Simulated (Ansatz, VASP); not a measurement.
# Cross-check of Al35PtN36 (Pt_Al) between VASP and Ansatz

One calculation is typed for both programs; each brings its own data sets. How far apart do they land? Of the first pair: The structure shown is the start of the Ansatz relaxation below; VASP solves that cell, so the two are compared at the walk's first step.

Program: Ansatz 0.2.0. Level of theory: plane waves, with VASP 6.6.1 beside it; single point at r2SCAN. Results are calculated unless marked as measured.

## (1) The starting structure

The cell holds 72 atoms: 35 Al, 36 N and 1 Pt. Its edges and angles: a = 9.320 Å, b = 9.320 Å, c = 9.956 Å, α = 90.0°, β = 90.0°, γ = 120.0°. It derives from AlN (AlN (P6_3mc)). Nearest the centre at fractional (0.444, 0.556, 0.500): Pt72 at 0.05 Å, N40 at 1.89 Å, N52 at 1.89 Å, N56 at 1.93 Å, N55 at 1.94 Å, Al5 at 3.03 Å, Al7 at 3.04 Å, Al33 at 3.06 Å. The cell carries charge +1.

Structure file:

```
Al N Pt
1.0
     9.31957    0.00000    0.00000
    -4.65978    8.07098    0.00000
     0.00000    0.00000    9.95648
Al N Pt
35 36 1
Direct
  0.22348 0.10895 0.25377
  0.11154 0.22024 0.50417
  0.21603 0.10785 0.74945
  0.10571 0.22042 0.99729
  0.22285 0.44296 0.25431
  0.11121 0.55109 0.49689
  0.22089 0.44251 0.74484
  0.11259 0.55115 0.00037
  0.22756 0.77789 0.25048
  0.10626 0.88965 0.50052
  0.22609 0.78011 0.75351
  0.10671 0.89046 0.99949
  0.55722 0.11126 0.24481
  0.44863 0.22603 0.49627
  0.55087 0.10958 0.75280
  0.44990 0.22326 0.99783
  0.55786 0.44191 0.25273
  0.55765 0.44577 0.75432
  0.43949 0.55524 0.99736
  0.56143 0.78013 0.24810
  0.44955 0.89099 0.50241
  0.55640 0.78329 0.74817
  0.44776 0.88813 0.99601
  0.88893 0.10640 0.24724
  0.77310 0.22000 0.49631
  0.88585 0.10865 0.75389
  0.77275 0.22115 0.00220
  0.89174 0.44936 0.24657
  0.78071 0.55527 0.49549
  0.89195 0.44628 0.75396
  0.77660 0.55976 0.99756
  0.88792 0.78105 0.24610
  0.77356 0.88326 0.49796
  0.88841 0.77232 0.75069
  0.77457 0.88994 0.99610
  0.22354 0.11327 0.44510
  0.11040 0.21658 0.18977
  0.21900 0.10607 0.93755
  0.10496 0.21975 0.69062
  0.22392 0.44558 0.43558
  0.10610 0.55329 0.18745
  0.22107 0.44500 0.94522
  0.11092 0.55571 0.69541
  0.21998 0.78165 0.44045
  0.11188 0.89265 0.18654
  0.22424 0.77677 0.93604
  0.11081 0.88376 0.69226
  0.55808 0.11707 0.43910
  0.44248 0.22428 0.18658
  0.54955 0.10681 0.94019
  0.44951 0.22659 0.69273
  0.55263 0.44249 0.43599
  0.44031 0.55708 0.19205
  0.55839 0.44258 0.94363
  0.44378 0.55186 0.69427
  0.55710 0.78106 0.43614
  0.45006 0.88977 0.18930
  0.55480 0.77714 0.93542
  0.43948 0.88446 0.69279
  0.88272 0.10754 0.44049
  0.78257 0.22205 0.19249
  0.89242 0.11110 0.93662
  0.78175 0.22831 0.69007
  0.88964 0.44717 0.43593
  0.77550 0.55936 0.19105
  0.88560 0.44450 0.93645
  0.77257 0.55585 0.69060
  0.89485 0.78221 0.44054
  0.77839 0.88386 0.19035
  0.88697 0.77237 0.93805
  0.77568 0.88949 0.69486
  0.43898 0.55535 0.49949
```

## (2) Ansatz: relaxation, r2SCAN

Ansatz runs on its PAW soft_1 files.

The two programs are compared at the cell with which this relaxation starts, whose forces are those of its first step.

input.yaml reads:

```yaml
crystal:
  lattice:
    - [3.10652185, 3.0e-08, 0.0]
    - [-1.55326095, 2.69032682, 0.0]
    - [0.0, 0.0, 4.97823886]
  atoms:
    - { symbol: Al, position: [0.66666667, 0.33333333, 0.49920333] }
    - { symbol: Al, position: [0.33333333, 0.66666667, 0.99920333] }
    - { symbol: "N", position: [0.66666667, 0.33333333, 0.88079667] }
    - { symbol: "N", position: [0.33333333, 0.66666667, 0.38079667] }
  supercell: [3, 3, 2]
  defects: [{ substitution: { at: 33, symbol: Pt } }]
total_charge: 1
basis:
  ecutwfc: 500
  xc_grid: 2
hamiltonian:
  xc: r2scan
  pseudopotentials: { kind: paw, azcp: { folder: soft_1 } }
kpoints:
  mp_grid: { grid: [1, 1, 1], shift: [0.25, 0.25, 0.25] }
scf:
  occupations: { method: fixed }
  max_iter: 100
output:
  forces: true
  charged_corrections: { epsilon: [4.49, 4.49, 4.72], static_epsilon: [8.15, 8.15, 9.65] }
relax:
  f_tol: 0.02
  max_steps: 80
  random_displacement: { amplitude: 0.05, seed: 7479 }
checkpoint:
  write: "../qp1.relax.run"
  compress: false
  write_wavefunctions: true
  write_every: 100000
```

The run is started by

```sh
$ ansatz run input.yaml --threads 4 --pin off --max-ram 7536MiB --backend cpu --events-out ev --progress --plain --runs-dir out
```

Numbers of over 12 decimals in the logs are rounded to 6 here.

The log of the run:

```text
Engine: ansatz 0.2.0, aarch64-unknown-linux-gnu
Pseudopotentials: kind: paw
Pseudopotential: Al, paw, valence charge 3, recommended cutoff 500 eV (meta_gga), soft_1/Al.paw.azcp
Pseudopotential: N, paw, valence charge 5, recommended cutoff 500 eV (meta_gga), soft_1/N.paw.azcp
Pseudopotential: Pt, paw, valence charge 18, recommended cutoff 500 eV (meta_gga), soft_1/Pt.paw.azcp
Functional definition: r2SCAN
  parameter k0 = 0.174
  parameter k1 = 0.065
  parameter a1 = 4.9479
  exchange = r2scan_x(k0 = k0, k1 = k1, a1 = a1)
  correlation = r2scan_c
Crystal: 72 atoms, lattice volume = 748.907 Å³
Basis set: ecut = 500 eV, 18913 PW (Γ), exchange–correlation on 144×144×150 points (8 copies of the dense FFT grid, shifted against one another)
Bands: 223, of which v1, the nominal top of the filled ones, is band 151 counted from 1 (150 counted from 0)
Symmetry: 1 space group operations
k-points: 1
Non-local potential: Al, projectors of the file, l = 0: 2, l = 1: 2, l = 2: 1
Non-local potential: N, projectors of the file, l = 0: 2, l = 1: 2, l = 2: 1
Non-local potential: Pt, projectors of the file, l = 0: 3, l = 1: 2, l = 2: 2, l = 3: 1
PAW form: soft (Blöchl's): semilocal exchange-correlation on the pseudo side does not see the compensation charge
PAW frozen core: Al, regenerated for the run's functional (the file was generated under x = pbe(κ = 0.804, μ = 0.219515), c = pbe(β = 0.066725))
PAW frozen core: N, regenerated for the run's functional (the file was generated under x = pbe(κ = 0.804, μ = 0.219515), c = pbe(β = 0.066725))
PAW frozen core: Pt, regenerated for the run's functional (the file was generated under x = pbe(κ = 0.804, μ = 0.219515), c = pbe(β = 0.066725))
PAW one-centre angular grid: Al, 302 points (default); XC on 160 Gauss nodes
PAW one-centre angular grid: N, 302 points (default); XC on 160 Gauss nodes
PAW one-centre angular grid: Pt, 590 points (default); XC on 160 Gauss nodes
Initial density: superposition of atomic densities (chi_scale 0.1, normalization cell, long waves kept (reshape's long-wave potential 0.06 eV rms))
Initial wavefunctions: pseudopotential atomic-orbital guess
Functional: x = r2scan, c = r2scan; τ floored in thin density (d = 2e-4 eV/Å³)
SCF iter   1: F=—  HF=-45461.744142 eV  |F-HF|=—  |Δ(HF+E_count)|=         —  Δρ=1.41e-1  dr2=1.84e2  dr2_τ=2.06e1  ethr=3.10e-3  ⟨swp⟩=5.0  Hψ=688  notcnv=0  defer=70
preconditioner: auto → Resta (q_TF=auto, 2.345 Å⁻¹)  ε∞=3.4  [insulator: Δε(μ)=0.099 eV  Ē_g=15.073 eV  n_scr=162 (ndim 8)  ℏωp=23.3 eV  f_vac=0.000  ε∞_Penn≈3.4]
SCF iter   2: F=—  HF=-45417.609920 eV  |F-HF|=—  |Δ(HF+E_count)|=    4.41e1  Δρ=5.20e-2  dr2=1.41e1  dr2_τ=5.36e0  ethr=3.10e-3  ⟨swp⟩=4.0  Hψ=538  notcnv=0  defer=70
SCF iter   3: F=—  HF=-45421.039869 eV  |F-HF|=—  |Δ(HF+E_count)|=    3.43e0  Δρ=3.01e-2  dr2=5.09e0  dr2_τ=6.91e-1  ethr=3.10e-3  ⟨swp⟩=3.0  Hψ=385  notcnv=0  defer=70
SCF iter   4: F=—  HF=-45421.410534 eV  |F-HF|=—  |Δ(HF+E_count)|=   3.71e-1  Δρ=2.04e-2  dr2=2.54e0  dr2_τ=4.41e-1  ethr=1.69e-3  ⟨swp⟩=3.0  Hψ=384  notcnv=0  defer=70
SCF iter   5: F=—  HF=-45421.196631 eV  |F-HF|=—  |Δ(HF+E_count)|=   2.14e-1  Δρ=6.93e-3  dr2=2.81e-1  dr2_τ=5.13e-2  ethr=8.40e-4  ⟨swp⟩=3.0  Hψ=306  notcnv=0  defer=70
SCF iter   6: F=—  HF=-45421.170006 eV  |F-HF|=—  |Δ(HF+E_count)|=   2.66e-2  Δρ=3.38e-3  dr2=3.44e-2  dr2_τ=5.72e-3  ethr=9.30e-5  ⟨swp⟩=2.0  Hψ=380  notcnv=0  defer=70
SCF iter   7: F=—  HF=-45421.170499 eV  |F-HF|=—  |Δ(HF+E_count)|=   4.92e-4  Δρ=1.78e-3  dr2=1.55e-2  dr2_τ=2.11e-3  ethr=1.14e-5  ⟨swp⟩=3.0  Hψ=310  notcnv=0  defer=70
SCF iter   8: F=—  HF=-45421.175239 eV  |F-HF|=—  |Δ(HF+E_count)|=   4.74e-3  Δρ=4.48e-3  dr2=8.91e-2  dr2_τ=9.36e-3  ethr=5.14e-6  ⟨swp⟩=2.0  Hψ=309  notcnv=0  defer=70  recentre
SCF iter   9: F=—  HF=-45421.170585 eV  |F-HF|=—  |Δ(HF+E_count)|=   4.65e-3  Δρ=6.83e-4  dr2=1.60e-3  dr2_τ=1.52e-4  ethr=5.14e-6  ⟨swp⟩=2.0  Hψ=308  notcnv=0  defer=70
SCF iter  10: F=—  HF=-45421.170140 eV  |F-HF|=—  |Δ(HF+E_count)|=   4.45e-4  Δρ=2.19e-4  dr2=2.81e-4  dr2_τ=5.17e-5  ethr=5.29e-7  ⟨swp⟩=2.0  Hψ=307  notcnv=0  defer=69
SCF iter  11: F=—  HF=-45421.170136 eV  |F-HF|=—  |Δ(HF+E_count)|=   3.95e-6  Δρ=2.37e-4  dr2=1.61e-4  dr2_τ=1.96e-5  ethr=9.31e-8  ⟨swp⟩=2.0  Hψ=303  notcnv=0  defer=70
SCF iter  12: F=—  HF=-45421.170131 eV  |F-HF|=—  |Δ(HF+E_count)|=   4.68e-6  Δρ=6.99e-5  dr2=2.78e-5  dr2_τ=3.75e-6  ethr=5.34e-8  ⟨swp⟩=2.0  Hψ=307  notcnv=0  defer=70
SCF iter  13: F=-45421.170126 eV  HF=-45421.170128 eV  |F-HF|=1.92e-6  |Δ(HF+E_count)|=   2.84e-6  Δρ=3.47e-5  dr2=4.02e-6  dr2_τ=5.06e-7  ethr=3.31e-9  ⟨swp⟩=4.0  Hψ=639  notcnv=0
SCF 1 converged in 13 iterations: F = -45421.170126 eV  dr2 = 4.02e-6
  greatest PAW one-centre occupation: 1.000 electrons in one spin orbital (limit 2), on the Pt atom at site 33 (counted from 0), in its partial waves of l = 0
[...]
max |Σ_I F_I| component: 2.68e-2 eV/Å
--- Charged-cell corrections in eV (Makov–Payne, q = +1.000 e, ε = [8.150, 8.150, 9.650]) ---
  F (periodic)     = -45424.764080  (uncorrected; the corrections below are reported, never added to it)
  E_corr1          = +0.262777  (monopole, q²α_M/2ε̄L, of the cell on which ε is isotropic)
  F Makov-Payne    = -45424.501303  (F + E_corr1; no measured alignment; for a localised charge, not one spread in a band: unchecked)
  no potential alignment in this run, which stands beside a crystal: run the host's input off ansatz write-host-input, and read the two finished runs by ansatz place-levels (neither reads a slab, a wire or a sheet, whose cell leaves a vacuum)
--- Band table (eV) ---
  k-point 0: bands = [... 147 lower, 6.9133, 7.1053, 7.2171, 8.3015, 8.8366, 9.2810, 13.1963, 13.2238, ... 68 higher]
--- Relaxed structure (9 steps of the walk, 9 accepted, 0 SCFs on fresh bases) ---
  F+E_penalty+E_count = -45424.76408020 eV   max|allowed force component| = 7.423e-3 eV/Å
  atoms:
    - { symbol: Al, position: [0.220554, 0.108060, 0.248841] }
    - { symbol: Al, position: [0.106700, 0.211422, 0.502904] }
    - { symbol: N, position: [0.218415, 0.104414, 0.439976] }
    - { symbol: N, position: [0.110871, 0.219020, 0.187356] }
    - { symbol: Al, position: [0.220524, 0.107967, 0.751153] }
    - { symbol: Al, position: [0.110873, 0.220503, 0.997928] }
    - { symbol: N, position: [0.220820, 0.108799, 0.940310] }
    - { symbol: N, position: [0.111220, 0.220139, 0.692103] }
    - { symbol: Al, position: [0.214628, 0.437353, 0.247476] }
    - { symbol: Al, position: [0.107443, 0.552276, 0.501232] }
    - { symbol: N, position: [0.200096, 0.422099, 0.437596] }
    - { symbol: N, position: [0.110146, 0.553413, 0.189730] }
    - { symbol: Al, position: [0.219761, 0.442438, 0.747870] }
    - { symbol: Al, position: [0.110374, 0.554970, 0.998897] }
    - { symbol: N, position: [0.224335, 0.445363, 0.939972] }
    - { symbol: N, position: [0.110412, 0.554160, 0.690469] }
    - { symbol: Al, position: [0.222215, 0.775785, 0.249113] }
    - { symbol: Al, position: [0.109522, 0.883292, 0.499361] }
    - { symbol: N, position: [0.223603, 0.774148, 0.440495] }
    - { symbol: N, position: [0.110503, 0.885768, 0.190793] }
    - { symbol: Al, position: [0.221659, 0.776673, 0.750514] }
    - { symbol: Al, position: [0.110572, 0.887167, 1.000391] }
    - { symbol: N, position: [0.221683, 0.776906, 0.940374] }
    - { symbol: N, position: [0.110575, 0.886371, 0.689702] }
    - { symbol: Al, position: [0.554883, 0.111872, 0.248974] }
    - { symbol: Al, position: [0.436508, 0.214003, 0.502829] }
    - { symbol: N, position: [0.554670, 0.114380, 0.439680] }
    - { symbol: N, position: [0.442423, 0.220389, 0.188071] }
    - { symbol: Al, position: [0.556279, 0.112709, 0.750892] }
    - { symbol: Al, position: [0.442695, 0.220992, 0.998114] }
    - { symbol: N, position: [0.555655, 0.112101, 0.940385] }
    - { symbol: N, position: [0.442707, 0.221341, 0.691761] }
    - { symbol: Al, position: [0.555099, 0.439905, 0.245958] }
    - { symbol: Pt, position: [0.448997, 0.573543, 0.477410] }
    - { symbol: N, position: [0.552326, 0.430043, 0.437597] }
    - { symbol: N, position: [0.444678, 0.558359, 0.202668] }
    - { symbol: Al, position: [0.555248, 0.443642, 0.748241] }
    - { symbol: Al, position: [0.444333, 0.557276, 1.001895] }
    - { symbol: N, position: [0.553096, 0.445945, 0.940408] }
    - { symbol: N, position: [0.446177, 0.560783, 0.686224] }
    - { symbol: Al, position: [0.562334, 0.789134, 0.245865] }
    - { symbol: Al, position: [0.444198, 0.896423, 0.503045] }
    - { symbol: N, position: [0.579076, 0.815110, 0.437475] }
    - { symbol: N, position: [0.443991, 0.889978, 0.188982] }
    - { symbol: Al, position: [0.558990, 0.783715, 0.749881] }
    - { symbol: Al, position: [0.443624, 0.889849, 0.998714] }
    - { symbol: N, position: [0.555238, 0.777633, 0.941168] }
    - { symbol: N, position: [0.444596, 0.890374, 0.691706] }
    - { symbol: Al, position: [0.889902, 0.111412, 0.249710] }
[...]
- { symbol: Al, position: [0.887744, 0.443450, 0.249025] }
    - { symbol: Al, position: [0.777435, 0.555886, 0.501449] }
    - { symbol: N, position: [0.886326, 0.443852, 0.439798] }
    - { symbol: N, position: [0.776382, 0.554129, 0.189776] }
    - { symbol: Al, position: [0.887739, 0.443363, 0.749980] }
    - { symbol: Al, position: [0.777519, 0.555418, 0.998903] }
    - { symbol: N, position: [0.888014, 0.444137, 0.940178] }
    - { symbol: N, position: [0.776587, 0.554689, 0.690598] }
    - { symbol: Al, position: [0.888415, 0.776701, 0.249165] }
    - { symbol: Al, position: [0.788631, 0.896825, 0.503817] }
    - { symbol: N, position: [0.887184, 0.776104, 0.440203] }
    - { symbol: N, position: [0.780981, 0.889999, 0.188205] }
    - { symbol: Al, position: [0.889260, 0.777129, 0.750826] }
    - { symbol: Al, position: [0.779863, 0.889942, 0.998392] }
    - { symbol: N, position: [0.888744, 0.777146, 0.940488] }
    - { symbol: N, position: [0.780507, 0.890462, 0.692521] }
```

The column dr2 measures how far the density is from self-consistency, as an energy; F and HF (Harris–Foulkes) agree once it is small.

[end of part 1 of 2]

[Lines on the potential files, build, host, timing and source positions are cut from VASP's logs without a mark.]

[Logs are printed without paths, hosts, clocks, repeated set-up lines and the standing remarks that a program may print on its own settings, such as how far it seeks lower states.]

[Hosts, paths, dates, database ids (printed as entryN), source tags and the programs' standing remarks are cut or masked in the printed files.]
